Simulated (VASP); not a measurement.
# TaN (P1) in VASP: convergence with ENCUT

Aim: find how far ENCUT must go before the results for TaN settle, at PBE. This setting moves, with any that are tied to it; all else stays.

All numbers are computed with VASP 6.6.1; they aren't measurements. Logs are shortened: lines on timing, memory, paths and dates and some standing lists are left out, and cuts for length are marked.

## (1) The cell of the first run

The typed cell holds 6 atoms: a = 5.196 Å, b = 5.196 Å, c = 2.911 Å, α = 90.00°, β = 90.00°, γ = 120.00°.

The cell isn't the ideal one: atoms moved at random, drawn with an rms of 0.02 Å.

## (2) With ENCUT 200 eV

Input file INCAR:

```
SYSTEM = TaN
PREC = Accurate
ENCUT = 200
EDIFF = 1E-6
ISMEAR = 0
SIGMA = 0.02
LREAL = .False.
LASPH = .True.
NELM = 80
ALGO = Normal
ISIF = 2
LWAVE = .False.
LCHARG = .False.
GGA = PE
NBANDS = 36
```

Input file KPOINTS:

```
regular mesh
0
Gamma
  5 5 7
  0 0 0
```

Input file POSCAR:

```
TaN
1.0
    5.1960000000      0.0000000000      0.0000000000
   -2.5980000000      4.4998679981      0.0000000000
    0.0000000000      0.0000000000      2.9110000000
Ta N
3 3
Direct
   -0.0001610000      0.0026440000     -0.0025250000
    0.6669560000      0.3315780000      0.4952740000
    0.3313490000      0.6676380000      0.4984390000
   -0.0003860000      0.3941460000      0.0037390000
    0.6035700000      0.6054300000     -0.0014630000
    0.3882070000     -0.0043280000     -0.0003130000
```

Potentials or basis: VASP PAW PBE potentials, release 64 (Ta_sv_GW, N_GW).

Started as:

```
$ cat potpaw_PBE.64/Ta_sv_GW/POTCAR potpaw_PBE.64/N_GW/POTCAR > POTCAR
$ mpirun -np 1 vasp_std > vasp.out
```

Wall time 53 s (1 thread of AMD EPYC 7R43 (Zen 3), shared host); peak memory 0.12 GiB.

What came out:

```yaml
Free_energy: -60.0000 eV
Largest_force: 0.717 eV/Å
Band_gap_on_the_k_mesh: none (metal or under the smearing width)
```

## (3) With ENCUT 250 eV

Changes to INCAR since step 2:

```diff
@@ -2,3 +2,3 @@
 PREC = Accurate
-ENCUT = 200
+ENCUT = 250
 EDIFF = 1E-6
```

KPOINTS is that of step 2.

POSCAR is that of step 2.

Potentials or basis: VASP PAW PBE potentials, release 64 (Ta_sv_GW, N_GW).

Started as:

```
$ cat potpaw_PBE.64/Ta_sv_GW/POTCAR potpaw_PBE.64/N_GW/POTCAR > POTCAR
$ mpirun -np 1 vasp_std > vasp.out
```

Wall time 83 s (1 thread of AMD EPYC 7R43 (Zen 3), shared host); peak memory 0.14 GiB.

Results:

* Free energy: -69.6005 eV
* Largest force: 0.518 eV/Å
* Band gap on the k mesh: none (metal or under the smearing width)

## (4) With ENCUT 300 eV

Changes to INCAR since step 3:

```diff
@@ -2,3 +2,3 @@
 PREC = Accurate
-ENCUT = 250
+ENCUT = 300
 EDIFF = 1E-6
```

KPOINTS is that of step 3.

POSCAR is that of step 3.

Started as:

```
$ cat potpaw_PBE.64/Ta_sv_GW/POTCAR potpaw_PBE.64/N_GW/POTCAR > POTCAR
$ mpirun -np 1 vasp_std > vasp.out
```

Run time: 80 s. Hardware: 1 thread of AMD EPYC 7R43 (Zen 3), shared host; peak memory 0.16 GiB.

What came out:

```
Free energy            : -73.2786 eV
Largest force          : 0.579 eV/Å
Band gap on the k mesh : none (metal or under the smearing width)
```

## (5) With ENCUT 350 eV

Changes to INCAR since step 4:

```diff
@@ -2,3 +2,3 @@
 PREC = Accurate
-ENCUT = 300
+ENCUT = 350
 EDIFF = 1E-6
```

KPOINTS is that of step 4.

POSCAR is that of step 4.

Started as:

```
$ cat potpaw_PBE.64/Ta_sv_GW/POTCAR potpaw_PBE.64/N_GW/POTCAR > POTCAR
$ mpirun -np 1 vasp_std > vasp.out
```

Run time: 2 min. Hardware: 1 thread of AMD EPYC 7R43 (Zen 3), shared host; peak memory 0.18 GiB.

Results:

```
Free energy            : -74.4551 eV
Largest force          : 0.582 eV/Å
Band gap on the k mesh : none (metal or under the smearing width)
```

## (6) With ENCUT 400 eV

Changes to INCAR since step 5:

```diff
@@ -2,3 +2,3 @@
 PREC = Accurate
-ENCUT = 350
+ENCUT = 400
 EDIFF = 1E-6
```

KPOINTS is that of step 5.

POSCAR is that of step 5.

Potentials or basis: VASP PAW PBE potentials, release 64 (Ta_sv_GW, N_GW).

Started as:

```
$ cat potpaw_PBE.64/Ta_sv_GW/POTCAR potpaw_PBE.64/N_GW/POTCAR > POTCAR
$ mpirun -np 1 vasp_std > vasp.out
```

Wall time 3.1 min (1 thread of AMD EPYC 7R43 (Zen 3), shared host); peak memory 0.22 GiB.

What came out:

```
Free energy            : -74.8765 eV
Largest force          : 0.588 eV/Å
Band gap on the k mesh : none (metal or under the smearing width)
```

## (7) With ENCUT 450 eV

Changes to INCAR since step 6:

```diff
@@ -2,3 +2,3 @@
 PREC = Accurate
-ENCUT = 400
+ENCUT = 450
 EDIFF = 1E-6
```

KPOINTS is that of step 6.

POSCAR is that of step 6.

Started as:

```
$ cat potpaw_PBE.64/Ta_sv_GW/POTCAR potpaw_PBE.64/N_GW/POTCAR > POTCAR
$ mpirun -np 1 vasp_std > vasp.out
```

It took 3.6 min on 1 thread of AMD EPYC 7R43 (Zen 3), shared host; peak memory 0.24 GiB.

What came out:

```yaml
Free_energy: -75.0235 eV
Largest_force: 0.591 eV/Å
Band_gap_on_the_k_mesh: none (metal or under the smearing width)
```

## (8) With ENCUT 500 eV

Changes to INCAR since step 7:

```diff
@@ -2,3 +2,3 @@
 PREC = Accurate
-ENCUT = 450
+ENCUT = 500
 EDIFF = 1E-6
```

KPOINTS is that of step 7.

POSCAR is that of step 7.

Started as:

```
$ cat potpaw_PBE.64/Ta_sv_GW/POTCAR potpaw_PBE.64/N_GW/POTCAR > POTCAR
$ mpirun -np 1 vasp_std > vasp.out
```

Run time: 6 min. Hardware: 1 thread of AMD EPYC 7R43 (Zen 3), shared host; peak memory 0.27 GiB.

What came out:

```yaml
Free_energy: -75.0692 eV
Pressure: 4.1 GPa
Largest_force: 0.590 eV/Å
Band_gap_on_the_k_mesh: none (metal or under the smearing width)
```

## (9) With ENCUT 600 eV

Changes to INCAR since step 8:

```diff
@@ -2,3 +2,3 @@
 PREC = Accurate
-ENCUT = 500
+ENCUT = 600
 EDIFF = 1E-6
```

KPOINTS is that of step 8.

POSCAR is that of step 8.

Potentials or basis: VASP PAW PBE potentials, release 64 (Ta_sv_GW, N_GW).

Started as:

```
$ cat potpaw_PBE.64/Ta_sv_GW/POTCAR potpaw_PBE.64/N_GW/POTCAR > POTCAR
$ mpirun -np 1 vasp_std > vasp.out
```

Wall time 6.4 min (1 thread of AMD EPYC 7R43 (Zen 3), shared host); peak memory 0.31 GiB.

What came out:

| Property | Result |
| --- | --- |
| Free energy | -75.0852 eV |
| Pressure | 5.1 GPa |
| Largest force | 0.589 eV/Å |
| Band gap on the k mesh | none (metal or under the smearing width) |

## (10) With ENCUT 800 eV

Changes to INCAR since step 9:

```diff
@@ -2,3 +2,3 @@
 PREC = Accurate
-ENCUT = 600
+ENCUT = 800
 EDIFF = 1E-6
```

KPOINTS is that of step 9.

POSCAR is that of step 9.

Potentials or basis: VASP PAW PBE potentials, release 64 (Ta_sv_GW, N_GW).

Started as:

```
$ cat potpaw_PBE.64/Ta_sv_GW/POTCAR potpaw_PBE.64/N_GW/POTCAR > POTCAR
$ mpirun -np 1 vasp_std > vasp.out
```

OUTCAR:

```text
SYSTEM = TaN
   PREC = Accurate
   ENCUT = 800
   EDIFF = 1E-6
   ISMEAR = 0
   LREAL = .False.
   LASPH = .True.
   NELM = 80
   ISIF = 2
   GGA = PE

 ion  position               nearest neighbor table
   1  1.000  0.003  0.997-   4 2.03   6 2.04   5 2.06
   2  0.667  0.332  0.495-   4 2.14   5 2.17   6 2.17   4 2.17   5 2.18   6 2.18   3 2.99   3 2.99
                             3 3.02
   3  0.331  0.668  0.498-   6 2.14   4 2.15   6 2.15   5 2.16   5 2.16   4 2.17   2 2.99   2 2.99
                             2 3.02
   4  1.000  0.394  0.004-   1 2.03   2 2.14   3 2.15   3 2.17   2 2.17
   5  0.604  0.605  0.999-   1 2.06   3 2.16   3 2.16   2 2.17   2 2.18
   6  0.388  0.996  1.000-   1 2.04   3 2.14   3 2.15   2 2.17   2 2.18

  LATTYP: Found a hexagonal cell.
 ALAT       =     5.1960000000
 C/A-ratio  =     0.5602386451

  Lattice vectors:

 A1 = (   5.1960000000,   0.0000000000,   0.0000000000)
 A2 = (  -2.5980000000,   4.4998679981,   0.0000000000)
 A3 = (   0.0000000000,   0.0000000000,   2.9110000000)

Analysis of symmetry for initial positions (statically):
=====================================================================
 Subroutine PRICEL returns:
 Original cell was already a primitive cell.

 Routine SETGRP: Setting up the symmetry group for a
 hexagonal supercell.

 Subroutine GETGRP returns: Found  1 space group operations
 (whereof  1 operations were pure point group operations)
 out of a pool of 24 trial point group operations.

The static configuration has the point symmetry C_1 .

Analysis of symmetry for dynamics (positions and initial velocities):
=====================================================================
 Subroutine PRICEL returns:
 Original cell was already a primitive cell.

 Routine SETGRP: Setting up the symmetry group for a
 hexagonal supercell.

 Subroutine GETGRP returns: Found  1 space group operations
 (whereof  1 operations were pure point group operations)
 out of a pool of 24 trial point group operations.

The dynamic configuration has the point symmetry C_1 .

 Subroutine INISYM returns: Found  1 space group operations
 (whereof  1 operations are pure point group operations),
 and found     1 'primitive' translations

----------------------------------------------------------------------------------------

                                     Primitive cell

  volume of cell :      68.0630

  direct lattice vectors                    reciprocal lattice vectors
[... 90 lines left out ...]
   LNONCOLLINEAR =      F non collinear calculations
   LSORBIT =      F    spin-orbit coupling
   LASPH  =      T    aspherical Exc in radial PAW
   ENCUT  =  800.0 eV  58.80 Ry    7.67 a.u.  11.98 11.98  6.71*2*pi/ulx,y,z
   NELM   =     80;   NELMIN=  2; NELMDL= -5     # of ELM steps
   EDIFF  = 0.1E-05   stopping-criterion for ELM
   LREAL  =      F    real-space projection
   EDIFFG = 0.1E-04   stopping-criterion for IOM
   NSW    =      0    number of steps for IOM
   IBRION =     -1    ionic relax: 0-MD 1-quasi-New 2-CG
   NFREE  =      0    steps in history (QN), initial steepest desc. (CG)
   ISIF   =      2    stress and relaxation
   ISYM   =      2    0-nonsym 1-usesym 2-fastsym
   POTIM  = 0.5000    time-step for ionic-motion
   TEBEG  =    0.0;   TEEND  =   0.0 temperature during run
   PSTRESS=    0.0 pullay stress
   NELECT =      54.0000    total number of electrons
   NUPDOWN=      -1.0000    fix difference up-down
   EMIN   =  10.00;   EMAX   =-10.00  energy-range for DOS
   EFERMI =   0.00;   METHOD = LEGACY
   ISMEAR =     0;   SIGMA  =   0.02  broadening in eV -4-tet -1-fermi 0-gaus
   EFERMI_NEDOS =   21; number of points for ismear=-14 and -15
   IALGO  =     38    algorithm
   IMIX   =      4    mixing-type and parameters
     AMIX     =   0.40;   BMIX     =  1.00
     AMIX_MAG =   1.60;   BMIX_MAG =  1.00
  volume/ion in A,a.u.               =      11.34        76.55
  Fermi-wavevector in a.u.,A,eV,Ry     =   1.515546  2.863966 31.250934  2.296879
  Thomas-Fermi vector in A             =   2.625055
   LORBIT       =      0    0 simple, 1 ext, 2 COOP (PROOUT), +10 PAW based schemes
   GGA     = PE    functional components
   LHFCALC =     F    Hartree Fock is set to
   AEXX    =    0.0000 exact exchange contribution
   IVDW    =     0    specifies the selected vdW correction
   LEPSILON=     F    determine dielectric tensor
   LRPA    =     F    only Hartree local field effects (RPA)
 non-spin polarized calculation
 Gauss-broadening in eV      SIGMA  =   0.02
  energy-cutoff  :      800.00
  volume of cell :       68.06
 maximum number of plane-waves:      3522
   NGX = 23   NGY = 23   NGZ = 13

 number of electron      54.0000000 magnetization

 Free energy of the ion-electron system (eV)
  ---------------------------------------------------
  ext. energy  EPLUGINS =         0.00000000
  ---------------------------------------------------
  free energy    TOTEN  =       -75.08093018 eV

  energy without entropy =      -75.08072099  energy(sigma->0) =      -75.08082558

 E-fermi :  12.2444     XC(G=0): -13.3254

 val. band max:       12.2397721624   @ k =   0.0000   0.2000   0.1429
 cond. band min:      12.6200359962   @ k =  -0.2000   0.2000   0.0000
 fundamental gap:      0.3802638338
 Fermi energy:        12.2444324325

 k-point     1 :       0.0000    0.0000    0.0000
  band No.  band energies     occupation
      1     -57.1710      2.00000
      2     -57.1212      2.00000
      3     -56.5325      2.00000
      4     -23.9293      2.00000
      5     -23.8974      2.00000
      6     -23.5706      2.00000
[... 925 lines left out ...]
     35      16.2414      0.00000
     36      16.2863      0.00000

 [... further k-points ...]

------------------------ aborting loop because EDIFF is reached ----------------------------------------

  FORCE on cell =-STRESS in cart. coord.  units (eV):
  Direction    XX          YY          ZZ          XY          YZ          ZX
  --------------------------------------------------------------------------------------
  -------------------------------------------------------------------------------------
  Total        2.1916413      2.0701200      2.1149875     -0.1821505      0.0600902     -0.0237437
  in kB       51.5904050     48.7298402     49.7860045     -4.2877533      1.4145015     -0.5589171
  external PRESSURE =      50.0354166 kB  Pullay stress =       0.0000000 kB

 VOLUME and BASIS-vectors are now :
 -----------------------------------------------------------------------------
  energy-cutoff  :      800.00
  volume of cell :       68.06
      direct lattice vectors                 reciprocal lattice vectors
     5.196000000  0.000000000  0.000000000     0.192455735  0.111114371  0.000000000
    -2.598000000  4.499867998  0.000000000     0.000000000  0.222228741  0.000000000
     0.000000000  0.000000000  2.911000000     0.000000000  0.000000000  0.343524562

 POSITION                                       TOTAL-FORCE (eV/Angst)
 -----------------------------------------------------------------------------------
      5.18829      0.01190      2.90365        -0.113354     -0.446537      0.086822
      2.60406      1.49206      1.44174        -0.474609      0.128701      0.325433
     -0.01283      3.00428      1.45096         0.262646     -0.260150      0.119104
      4.17000      1.77360      0.01088        -0.081022     -0.008318     -0.332390
      1.56324      2.72436      2.90674         0.242777      0.148333     -0.075064
     -0.56963      4.48039      2.91009         0.163562      0.437971     -0.123905
 -----------------------------------------------------------------------------------
    total drift:                               -0.000064      0.000002      0.000154

  FREE ENERGIE OF THE ION-ELECTRON SYSTEM (eV)
  ---------------------------------------------------
  free  energy   TOTEN  =       -75.0809301788 eV

  energy  without entropy=      -75.0807209880  energy(sigma->0) =      -75.08082558
```

OSZICAR:

```text
N       E                     dE             d eps       ncg     rms          rms(c)
DAV:   1     0.727061926719E+03    0.72706E+03   -0.41098E+04  6336   0.217E+03
[... 16 lines left out ...]
DAV:  18    -0.750829132077E+02    0.52381E-03   -0.39119E-04  8408   0.157E-01    0.132E+01
DAV:  19    -0.750812037021E+02    0.17095E-02   -0.37375E-03  9412   0.361E-01    0.499E+00
DAV:  20    -0.750810528271E+02    0.15087E-03   -0.31245E-04  8800   0.118E-01    0.145E+00
DAV:  21    -0.750809389438E+02    0.11388E-03   -0.36063E-04  7340   0.120E-01    0.199E+00
DAV:  22    -0.750809392672E+02   -0.32337E-06   -0.17337E-04  9496   0.755E-02    0.142E+00
DAV:  23    -0.750809308673E+02    0.83999E-05   -0.34569E-05  7092   0.402E-02    0.114E-01
DAV:  24    -0.750809301788E+02    0.68850E-06   -0.18925E-06  5468   0.111E-02
   1 F= -.75080930E+02 E0= -.75080826E+02  d E =-.209191E-03
```

Run time: 11 min. Hardware: 1 thread of AMD EPYC 7R43 (Zen 3), shared host; peak memory 0.45 GiB.

Results:

* Free energy: -75.0809 eV
* Pressure: 5.0 GPa
* Largest force: 0.590 eV/Å
* Band gap on the k mesh: none (metal or under the smearing width)

## (11) Summary

```
 ENCUT  energy less the tightest run, at zero smearing (meV/atom)  largest force (eV/Å)  SCF cycles  CPU time (s)  peak memory (GiB)
200 eV                                                    2513.49                 0.717          14            52               0.12
250 eV                                                     913.40                 0.518          15            83               0.14
300 eV                                                     300.38                 0.579          14            80               0.16
350 eV                                                     104.31                 0.582          15           120               0.18
400 eV                                                      34.06                 0.588          16           190               0.22
450 eV                                                       9.57                 0.591          19           220               0.24
500 eV                                                       1.95                 0.590          23           360               0.27
600 eV                                                      -0.71                 0.589          21           380               0.31
800 eV                                                       0.00                 0.590          24           660               0.45
```

Against the tightest run, the energy stays within 1 meV/atom from 600 eV on; the largest force stays within 0.005 eV/Å from 400 eV on. The tightest run that finished is the yardstick and may itself not be fully converged.
